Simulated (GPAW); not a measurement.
## ZnSe (Stilleite): single point with PBE

**Measured values to compare with.**

“Alloy Disordering Effects on the Thermal Conductivity and Energy Gap Temperature Dependence of Cd1−xZnxSe Ternary Crystals Grown by the Bridgman Method”, 2023, pmc:10253836 reports, for a bulk crystal of ZnSe at 300 K: band gap 2.695 ± 0.003 eV (an exciton energy, a little under the gap).

The system is ZnSe (Stilleite).

```
Se Zn
1.0
     0.00000    2.83380    2.83380
     2.83380    0.00000    2.83380
     2.83380    2.83380    0.00000
Se Zn
1 1
Direct
  0.75000 0.75000 0.75000
  0.00000 0.00000 0.00000
```

| Quantity | Value |
| --- | --- |
| Program | GPAW 26.7.0 |
| Task | single point |
| Functional | PBE |
| Potentials or basis | GPAW PAW data sets (gpaw-data 1.2.1) |
| Cutoff | 450 eV |
| Basis | pw |
| k mesh | 7 × 7 × 7 |
| Occupations | fermi-dirac, width 0.05 eV |
| Spin | no spin polarisation |

```json
{
  "Pressure": "1.7 GPa",
  "Band gap on the k mesh": "1.30 eV, direct"
}
```

Levels at points of the mesh, in eV from the valence-band top:
| k point | band 7 | band 8 | band 9 | band 10 | band 11 | band 12 |
| --- | --- | --- | --- | --- | --- | --- |
| (0.00, 0.00, 0.00) | 0.00 | 0.00 | 0.00 | 1.30 | 5.81 | 5.81 |

It used 20 s of CPU time on 1 thread of Intel(R) Xeon(R) Processor @ 2.50GHz (Skylake/Cascade Lake), with other jobs on the host, which was overloaded at the time.

Measured gap of ZnSe: 2.695 eV (an exciton energy, a little under the gap; 300 K; “Alloy Disordering Effects on the Thermal Conductivity and Energy Gap Temperature Dependence of Cd1−xZnxSe Ternary Crystals Grown by the Bridgman Method”, 2023, pmc:10253836). This calculation gives 1.30 eV (-1.40 eV). So large a miss can be the level of theory's own, or it may mean another phase, state or a wrong row. Spin-orbit coupling on Se is left out. The value is that of PBE, without temperature or zero-point motion. Semilocal functionals fall short of measured gaps as a rule.

Caveat: the cutoff is short for stress and forces, so pressures can be off by a GPa or more.
